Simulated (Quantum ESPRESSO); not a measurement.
Hg:

```xyz
2
Lattice="-1.7300 -0.9988 -2.2340 -1.7300 2.9964 0.0000 3.4600 1.9976 -2.2340" Properties=species:S:1:pos:R:3 pbc="T T T"
Hg   -0.1538    1.2640   -2.2656
Hg   -1.5762   -0.2652   -2.2024
```

| Item | Value |
| --- | --- |
| Program | Quantum ESPRESSO 7.5 |
| Task | relaxation of the atoms |
| Functional | PBE |
| Dispersion | D3 |
| Potentials or basis | GBRV 1.5 PBEsol |
| Cutoff | 612 eV |
| Density cutoff | 4898 eV |
| k mesh | 6 × 6 × 4 |
| Occupations | fermi-dirac, width 0.05 eV |
| Spin | no spin polarisation |

At the start: volume 23.16 Å³/atom.

Problem. Where does the relaxation end?

Solution. Over 23 steps the energy falls by 2540.5 meV/atom; space group R-3m (No. 166, to 0.05 Å).

Step by step:
```csv
step,energy change (eV),largest force (eV/Å)
1,0.0000,18.9044
2,-4.3452,1.9848
3,-4.4527,1.3591
4,-4.5389,1.1028
5,-4.6448,1.0569
6,-4.7824,1.0197
7,-4.9394,0.8250
8,-5.0431,0.5441
9,-5.0497,0.4747
10,-5.0616,0.3328
11,-5.0729,0.1319
12,-5.0761,0.0492
13,-5.0764,0.0497
14,-5.0765,0.0503
15,-5.0767,0.0517
16,-5.0770,0.0532
17,-5.0774,0.0547
18,-5.0781,0.0552
19,-5.0789,0.0531
20,-5.0800,0.0448
21,-5.0808,0.0256
22,-5.0809,0.0154
23,-5.0809,0.0046
```

Final structure:
```
CELL_PARAMETERS angstrom
-1.73000 -0.99882 -2.23400
-1.73000 2.99645 0.00000
3.46000 1.99763 -2.23400
ATOMIC_POSITIONS crystal
Hg 0.49931 0.50027 0.50021
Hg 0.00069 0.99973 0.99979
```

Caveat: the k mesh is coarse; the potentials were made for another functional, which shifts forces and pressure; pairwise dispersion overbinds metals, which lowers pressure and volume.
